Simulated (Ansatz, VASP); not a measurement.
**Ni in VASP and in Ansatz**

Contents of POSCAR:

```
Ni
1.0
    2.3966650000      0.0000000000      0.0000000000
   -0.7988883083      2.2595974405      0.0000000000
   -0.7988883083     -1.1297986672      1.9568688164
Ni
1
Direct
    0.0000000000      0.0000000000      0.0000000000
```

INCAR.step1

```
SYSTEM = Ni
PREC = Accurate ; ENCUT = 600
ISMEAR = -1 ; SIGMA = 0.1
LREAL = .False. ; LASPH = .True.
NELM = 150 ; ISPIN = 2
MAGMOM = 1.5 ; LMAXMIX = 4
GGA = PE ; ALGO = Normal
EDIFF = 1E-4 ; LWAVE = .True.
LCHARG = .False.
```

The input INCAR.step2:

```
SYSTEM = Ni
PREC = Accurate ; ENCUT = 600
EDIFF = 1E-6 ; ISMEAR = -1
SIGMA = 0.1 ; LREAL = .False.
LASPH = .True. ; NELM = 150
ALGO = Normal ; ISIF = 3
LWAVE = .False. ; LCHARG = .False.
ISPIN = 2 ; MAGMOM = 1.5
LORBIT = 11 ; LMAXMIX = 4
METAGGA = R2SCAN ; LMIXTAU = .True.
IVDW = 13 ; VDW_S6 = 1.0
VDW_S8 = 0.6018749 ; VDW_A1 = 0.51559235
VDW_A2 = 5.77342911 ; IBRION = 2
NSW = 80 ; EDIFFG = -0.01
ISTART = 1
```

File KPOINTS:

```
Automatic mesh
0
Gamma
  15 15 15
  0 0 0
```

Input for Ansatz:

```yaml
crystal:
  lattice:
    - [2.396665, 0.0, 0.0]
    - [-0.7988883083106604, 2.2595974404901265, 0.0]
    - [-0.7988883083106604, -1.1297986671639588, 1.956868816437135]
  atoms:
    - { symbol: Ni, position: [0.0, 0.0, 0.0] }
basis:
  ecutwfc: 557.833418042754
kpoints:
  mp_grid:
    grid: [15, 15, 15]
hamiltonian:
  xc: r2scan
  dispersion: d4
magnetization:
  spin_polarized: true
  per_species:
    Ni: 1.5
scf:
  occupations:
    method: fermi_dirac
    width: 0.1
relax:
  cell: {}
```

This isn't the form of Ni at room conditions, which is fcc.

Alike in both runs: task relaxation of cell and atoms; functional r2SCAN; dispersion D4; k mesh 15 × 15 × 15; occupations fermi-dirac, width 0.1 eV; collinear spin.

|  | VASP | Ansatz |
| --- | --- | --- |
| version | VASP 6.6.1 | Ansatz 0.2.0 |
| potentials or method | VASP PAW PBE potentials, release 64 (Ni) | plane waves, PAW |
| plane-wave cutoff (eV) | 600 | 558 |
| valence electrons in the cell | 10 | 18 |

```tsv
	VASP	Ansatz	Ansatz less VASP
net moment per atom (μB)	0.64	0.65	+0.010
size of the moment on the site where the two differ most (μB)	0.66	0.71	+0.050
relaxed volume (Å³/atom)	10.51	10.50	-0.015
relaxed cell length with the largest relative difference (Å)	2.390	2.389	-0.0011
```

Site moments also hang on the region over which each program counts them. The two sets of potentials don't hold the same shells in valence.

Caveats: the PAW data sets were made with another functional, which shifts forces and pressure a little (VASP); pairwise dispersion overbinds metals, which lowers pressure and volume.
